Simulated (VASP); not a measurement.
# H (I4/mmm) in VASP: a series of runs

The runs below take H through single point, with PBE.

All numbers are computed with VASP 6.6.1; they aren't measurements. Logs are shortened: lines on timing, memory, paths and dates and some standing lists are left out, and cuts for length are marked.

## 1. The crystal as given

Symmetry: I4/mmm, No. 139, tetragonal system. The conventional cell has a = 3.383 Å, b = 3.383 Å, c = 4.117 Å, α = 90.00°, β = 90.00°, γ = 90.00°. H (site symmetry 4mm) has 1 H at 0.74 Å as nearest neighbours.

## 2. Single point, PBE

File INCAR:

```
SYSTEM = H
PREC = Normal
ENCUT = 550
EDIFF = 1E-6
ISMEAR = 1
SIGMA = 0.2
LREAL = .False.
LASPH = .True.
NELM = 100
ALGO = Normal
ISIF = 2
LWAVE = .False.
LCHARG = .False.
GGA = PE
NBANDS = 8
ADDGRID = .False.
```

File KPOINTS:

```
regular mesh
0
Gamma
  14 14 14
  0 0 0
```

File POSCAR:

```
H
1.0
   -1.6915344700      1.6915344700      2.0584739900
    1.6915344700     -1.6915344700      2.0584739900
    1.6915344700      1.6915344700     -2.0584739900
H
2
Direct
    0.0901377100      0.0901377100      0.0000000000
    0.9098622900      0.9098622900      0.0000000000
```

Potentials or basis: VASP PAW PBE potentials, release 64 (H).

On the command line:

```console
cat potpaw_PBE.64/H/POTCAR > POTCAR
mpirun -np 1 vasp_std > vasp.out
```

OUTCAR:

```text
SYSTEM = H
   PREC = Normal
   ENCUT = 550
   EDIFF = 1E-6
   ISMEAR = 1
   LREAL = .False.
   LASPH = .True.
   NELM = 100
   ISIF = 2
   GGA = PE

 Found    244 irreducible k-points:

 Following reciprocal coordinates:
            Coordinates               Weight
  0.000000  0.000000  0.000000      1.000000
  0.071429 -0.000000  0.000000      8.000000
  0.142857  0.000000  0.000000      8.000000
  0.214286  0.000000 -0.000000      8.000000
  0.285714 -0.000000  0.000000      8.000000
  0.357143 -0.000000  0.000000      8.000000
   k-points           NKPTS =    244   k-points in BZ     NKDIM =    244   number of bands    NBANDS=      8
   number of dos      NEDOS =    301   number of ions     NIONS =      2
   total plane-waves  NPLWV =   5832
   dimension x,y,z NGX =    18 NGY =   18 NGZ =   18
   dimension x,y,z NGXF=    36 NGYF=   36 NGZF=   36
   ions per type =               2
   NGX,Y,Z   is equivalent  to a cutoff of   9.48,  9.48,  9.48 a.u.
   NGXF,Y,Z  is equivalent  to a cutoff of  18.96, 18.96, 18.96 a.u.
 SYSTEM =  H
   PREC   = normal    normal or accurate (medium, high low for compatibility)
   ISTART =      0    job   : 0-new  1-cont  2-samecut
   ICHARG =      2    charge: 1-file 2-atom 10-const
   ISPIN  =      1    spin polarized calculation?
   LNONCOLLINEAR =      F non collinear calculations
   LSORBIT =      F    spin-orbit coupling
   LASPH  =      T    aspherical Exc in radial PAW
   ENCUT  =  550.0 eV  40.42 Ry    6.36 a.u.   6.03  6.03  6.03*2*pi/ulx,y,z
   NELM   =    100;   NELMIN=  2; NELMDL= -5     # of ELM steps
   EDIFF  = 0.1E-05   stopping-criterion for ELM
   LREAL  =      F    real-space projection
   EDIFFG = 0.1E-04   stopping-criterion for IOM
   NSW    =      0    number of steps for IOM
   IBRION =     -1    ionic relax: 0-MD 1-quasi-New 2-CG
   NFREE  =      0    steps in history (QN), initial steepest desc. (CG)
   ISIF   =      2    stress and relaxation
   ISYM   =      2    0-nonsym 1-usesym 2-fastsym
   POTIM  = 0.5000    time-step for ionic-motion
   TEBEG  =    0.0;   TEEND  =   0.0 temperature during run
   PSTRESS=    0.0 pullay stress
   NELECT =       2.0000    total number of electrons
   NUPDOWN=      -1.0000    fix difference up-down
   EMIN   =  10.00;   EMAX   =-10.00  energy-range for DOS
   EFERMI =   0.00;   METHOD = LEGACY
   ISMEAR =     1;   SIGMA  =   0.20  broadening in eV -4-tet -1-fermi 0-gaus
   EFERMI_NEDOS =   21; number of points for ismear=-14 and -15
   IALGO  =     38    algorithm
   IMIX   =      4    mixing-type and parameters
     AMIX     =   0.40;   BMIX     =  1.00
     AMIX_MAG =   1.60;   BMIX_MAG =  1.00
  volume/ion in A,a.u.               =      11.78        79.49
  Fermi-wavevector in a.u.,A,eV,Ry     =   0.719497  1.359653  7.043413  0.517676
  Thomas-Fermi vector in A             =   1.808708
   LORBIT       =      0    0 simple, 1 ext, 2 COOP (PROOUT), +10 PAW based schemes
   GGA     = PE    functional components
   LHFCALC =     F    Hartree Fock is set to
   AEXX    =    0.0000 exact exchange contribution
   IVDW    =     0    specifies the selected vdW correction
   LEPSILON=     F    determine dielectric tensor
   LRPA    =     F    only Hartree local field effects (RPA)
 non-spin polarized calculation
 Methfessel and Paxton  Order N= 1 SIGMA  =   0.20
  energy-cutoff  :      550.00
  volume of cell :       23.56
 maximum number of plane-waves:       720
   NGX = 11   NGY = 11   NGZ = 11

 number of electron       1.9999998 magnetization

 Free energy of the ion-electron system (eV)
  ---------------------------------------------------
  ext. energy  EPLUGINS =         0.00000000
  ---------------------------------------------------
  free energy    TOTEN  =        -6.78162543 eV

  energy without entropy =       -6.78281367  energy(sigma->0) =       -6.78202151

 E-fermi :  -8.1273     XC(G=0):  -5.3455

 val. band max:       -8.1585574240   @ k =   0.5000   0.5000   0.5000
 cond. band min:       0.7793803241   @ k =   0.5000  -0.0000   0.0000
 fundamental gap:      8.9379377481
 Fermi energy:        -8.1273411091

 k-point     1 :       0.0000    0.0000    0.0000
  band No.  band energies     occupation
      1     -10.5231      2.00000
      2       5.4432      0.00000
      3       8.9323      0.00000
      4      15.3801      0.00000
      5      15.3801      0.00000
      6      17.4540      0.00000
      7      17.4542      0.00000
      8      18.9753      0.00000

 k-point     2 :       0.0714   -0.0000    0.0000
  band No.  band energies     occupation
      1     -10.4613      2.00000
      2       5.1409      0.00000
      3       9.0639      0.00000
      4      14.7082      0.00000
      5      14.9104      0.00000
      6      17.4925      0.00000
      7      17.9163      0.00000
      8      18.5880      0.00000

 k-point     3 :       0.1429    0.0000    0.0000
  band No.  band energies     occupation
      1     -10.2814      2.00000
      2       4.3917      0.00000
      3       9.3142      0.00000
      4      13.3296      0.00000
      5      14.1254      0.00000
      6      17.9870      0.00000
      7      17.9886      0.00000
      8      18.7293      0.00000

 k-point     4 :       0.2143    0.0000   -0.0000
  band No.  band energies     occupation
      1     -10.0035      2.00000
      2       3.4378      0.00000
      3       9.4784      0.00000
      4      12.0615      0.00000
      5      13.4177      0.00000
      6      17.1480      0.00000
      7      17.9323      0.00000
      8      19.0493      0.00000

 k-point     5 :       0.2857   -0.0000    0.0000
  band No.  band energies     occupation
      1      -9.6646      2.00000
      2       2.4556      0.00000
      3       9.4324      0.00000
      4      11.2023      0.00000
      5      12.8612      0.00000
      6      16.2904      0.00000
      7      17.4125      0.00000
      8      20.0202      0.00000

 k-point     6 :       0.3571   -0.0000    0.0000
  band No.  band energies     occupation
      1      -9.3243      2.00000
      2       1.5938      0.00000
      3       9.1741      0.00000
      4      10.8002      0.00000
      5      12.4688      0.00000
      6      15.6321      0.00000
      7      17.2210      0.00000
      8      19.5512      0.00000

 [... further k-points ...]

------------------------ aborting loop because EDIFF is reached ----------------------------------------

  FORCE on cell =-STRESS in cart. coord.  units (eV):
  Direction    XX          YY          ZZ          XY          YZ          ZX
  --------------------------------------------------------------------------------------
  -------------------------------------------------------------------------------------
  Total        0.0364200      0.0364200      0.2305870      0.0000000      0.0000000      0.0000000
  in kB        2.4767587      2.4767587     15.6811668      0.0000000      0.0000000      0.0000000
  external PRESSURE =       6.8782280 kB  Pullay stress =       0.0000000 kB

 VOLUME and BASIS-vectors are now :
 -----------------------------------------------------------------------------
  energy-cutoff  :      550.00
  volume of cell :       23.56
      direct lattice vectors                 reciprocal lattice vectors
    -1.691534470  1.691534470  2.058473990     0.000000000  0.295589602  0.242898381
     1.691534470 -1.691534470  2.058473990     0.295589602  0.000000000  0.242898381
     1.691534470  1.691534470 -2.058473990     0.295589602  0.295589602  0.000000000

 POSITION                                       TOTAL-FORCE (eV/Angst)
 -----------------------------------------------------------------------------------
      0.00000      0.00000      0.37109         0.000000      0.000000      0.261495
      0.00000      0.00000      3.74586        -0.000000     -0.000000     -0.261495
 -----------------------------------------------------------------------------------
    total drift:                               -0.000000      0.000000      0.000000

  FREE ENERGIE OF THE ION-ELECTRON SYSTEM (eV)
  ---------------------------------------------------
  free  energy   TOTEN  =        -6.7816254324 eV

  energy  without entropy=       -6.7828136706  energy(sigma->0) =       -6.78202151
```

Wall time 30 s (1 thread of Intel Xeon Platinum 8259CL at 2.50GHz (Skylake/Cascade Lake), shared host); peak memory 0.14 GiB.

These settings aren't checked as converged: the numbers below hold their error.

Results:

```yaml
Free_energy: -6.7816 eV
Pressure: 0.7 GPa
Largest_force: 0.261 eV/Å
Band_gap_on_the_k_mesh: 8.94 eV, indirect (least direct gap 9.74 eV)
```

## 3. Single point, PBE

Edit INCAR of step 2 so:

```diff
@@ -1,3 +1,3 @@
 SYSTEM = H
-PREC = Normal
+PREC = Accurate
 ENCUT = 550
@@ -6,3 +6,3 @@
 SIGMA = 0.2
-LREAL = .False.
+LREAL = Auto
 LASPH = .True.
```

KPOINTS is that of step 2.

POSCAR is that of step 2.

Potentials or basis: VASP PAW PBE potentials, release 64 (H).

On the command line:

```console
cat potpaw_PBE.64/H/POTCAR > POTCAR
mpirun -np 1 vasp_std > vasp.out
```

OUTCAR:

```text
SYSTEM = H
   PREC = Accurate
   ENCUT = 550
   EDIFF = 1E-6
   ISMEAR = 1
   LREAL = Auto
   LASPH = .True.
   NELM = 100
   ISIF = 2
   GGA = PE

 Found    244 irreducible k-points:

 Following reciprocal coordinates:
            Coordinates               Weight
  0.000000  0.000000  0.000000      1.000000
  0.071429 -0.000000  0.000000      8.000000
  0.142857  0.000000  0.000000      8.000000
  0.214286  0.000000 -0.000000      8.000000
  0.285714 -0.000000  0.000000      8.000000
[... 142 lines left out ...]

------------------------ aborting loop because EDIFF is reached ----------------------------------------

  FORCE on cell =-STRESS in cart. coord.  units (eV):
  Direction    XX          YY          ZZ          XY          YZ          ZX
  --------------------------------------------------------------------------------------
  -------------------------------------------------------------------------------------
  Total        0.0363689      0.0363689      0.2301328      0.0000000     -0.0000000      0.0000000
  in kB        2.4732826      2.4732826     15.6502741      0.0000000     -0.0000000      0.0000000
  external PRESSURE =       6.8656131 kB  Pullay stress =       0.0000000 kB

 VOLUME and BASIS-vectors are now :
 -----------------------------------------------------------------------------
  energy-cutoff  :      550.00
  volume of cell :       23.56
      direct lattice vectors                 reciprocal lattice vectors
    -1.691534470  1.691534470  2.058473990     0.000000000  0.295589602  0.242898381
     1.691534470 -1.691534470  2.058473990     0.295589602  0.000000000  0.242898381
     1.691534470  1.691534470 -2.058473990     0.295589602  0.295589602  0.000000000

 POSITION                                       TOTAL-FORCE (eV/Angst)
 -----------------------------------------------------------------------------------
      0.00000      0.00000      0.37109        -0.000000     -0.000000      0.261661
      0.00000      0.00000      3.74586         0.000000      0.000000     -0.261661
 -----------------------------------------------------------------------------------
    total drift:                               -0.000000      0.000000      0.000000

  FREE ENERGIE OF THE ION-ELECTRON SYSTEM (eV)
  ---------------------------------------------------
  free  energy   TOTEN  =        -6.7815720712 eV

  energy  without entropy=       -6.7827602528  energy(sigma->0) =       -6.78196813
```

It took 72 s on 1 thread of Intel Xeon Platinum 8259CL at 2.50GHz (Skylake/Cascade Lake), shared host; peak memory 0.14 GiB.

These settings aren't checked as converged: the numbers below hold their error.

Results:

- Free energy: -6.7816 eV
- Pressure: 0.7 GPa
- Largest force: 0.262 eV/Å
- Band gap on the k mesh: 8.94 eV, indirect (least direct gap 9.74 eV)

## 4. For comparison

An earlier run on the cell as given: functional PBE; potentials or basis VASP PAW PBE potentials, release 64 (H); cutoff 520 eV; k mesh 11 × 11 × 11; occupations fermi-dirac, width 0.05 eV; no spin polarisation.

- Pressure: 0.6 GPa
- Largest force: 0.264 eV/Å
- Band gap on the k mesh: 9.05 eV, indirect (least direct gap 9.84 eV)
